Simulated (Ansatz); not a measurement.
BeO:
```cif
data_Be2O2
_chemical_formula_sum 'Be2 O2'
_space_group_name_H-M_alt 'P 1'
_space_group_IT_number 1
_cell_length_a 2.69278
_cell_length_b 2.69278
_cell_length_c 4.37264
_cell_angle_alpha 90.000
_cell_angle_beta 90.000
_cell_angle_gamma 120.000
loop_
_space_group_symop_operation_xyz
  'x, y, z'
loop_
_atom_site_label
_atom_site_type_symbol
_atom_site_fract_x
_atom_site_fract_y
_atom_site_fract_z
_atom_site_occupancy
Be1 Be 0.33333 0.66667 0.99990 1
Be2 Be 0.66667 0.33333 0.49990 1
O1 O 0.33333 0.66667 0.37760 1
O2 O 0.66667 0.33333 0.87760 1
```

Relaxed with PBEsol. PBEsol in the plane-wave PAW code Ansatz gives a gap of 7.51 eV.

**Question.** What gap does HSE06 give on the same cell (Ansatz, PAW)?

**Answer.** 9.55 eV, 2.04 eV more. The hybrid was solved on a coarser mesh and at special points; the gap given is the minimum over both.

| k | v1 PBEsol | c1 PBEsol | v1 HSE06 | c1 HSE06 |
|---|---|---|---|---|
| Γ | 0.00 | 7.51 | 0.00 | 9.55 |
| A | -0.54 | 9.77 | -0.59 | 11.92 |
| K | -2.44 | 8.90 | ? | ? |
| H | -1.30 | 11.47 | ? | ? |
| M | -0.94 | 9.62 | ? | ? |
| L | -1.75 | 8.87 | ? | ? |

**Question.** Top valence (v1) and lowest conduction level (c1) in eV from each method's valence maximum (which need not be a listed point): supply the withheld HSE06 values.

**Answer.** 
- K, v1 HSE06: -2.62
- K, c1 HSE06: 10.95
- L, v1 HSE06: -1.87
- L, c1 HSE06: 10.94
- H, v1 HSE06: -1.38
- H, c1 HSE06: 13.68
- M, v1 HSE06: -1.01
- M, c1 HSE06: 11.70

Cost on shared cores: the PBEsol run (SCF on a 12×12×6 mesh, then bands and DOS) about 7 core-seconds (a rough figure), the HSE06 run (SCF on 9×9×5, then a few points) around 40 core-seconds (rough); the tasks are unlike.

Space group P6_3mc (wurtzite). Symmetry was held in the PBEsol relaxation.

Potentials: the earlier of the program's two PAW sets. The files were generated under PBE; for other functionals the program regenerates the frozen cores, and for LDA and PBEsol the local potential too.
